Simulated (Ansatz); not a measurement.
Choice of functional: MnS

```yaml
crystal:
  lattice:
    - [0.00000, 2.80000, 2.80000]
    - [2.80000, 0.00000, 2.80000]
    - [2.80000, 2.80000, 0.00000]
  atoms:
    - { symbol: Mn, position: [0.00000, 0.00000, 0.00000] }
    - { symbol: S, position: [0.75000, 0.75000, 0.75000] }
```

Atoms are numbered in the order listed.

The cell is COD entry 9008854, as deposited and not checked against the literature; nothing was relaxed.

Other magnetic orders may lie lower; this is the state that the run reached.

One fixed cell is solved with several functionals by frozen-core PAW in Ansatz 0.2.0, scalar-relativistically. A positive pressure means that the functional wants a larger cell.

The PAW files were made with PBE; their cores are remade for each functional.

Sampling and basis: a Γ-centred 10×10×10 k mesh, Fermi–Dirac smearing of 0.03 eV, cutoff 420 eV, spin-polarised from start moments Mn1 4 μB.

Cutoffs: PBE 420 eV, LDA 420 eV, PBEsol 420 eV, r²SCAN 500 eV.

```
setting  P (GPa)  gap over the k mesh and a high-symmetry path (eV)  spin moment on Mn1 (μB)  lowest spin-up level at Γ above −25 eV, from the valence-band top or, without a gap, the Fermi level (eV)
    PBE     1.15                                               none                     4.16                                                                                                     -13.94
    LDA    -5.74                                               none                     4.04                                                                                                     -13.73
 PBEsol    -2.02                                               none                     4.14                                                                                                     -13.88
 r²SCAN     1.76                                               0.58                     4.30                                                                                                     -14.54
```
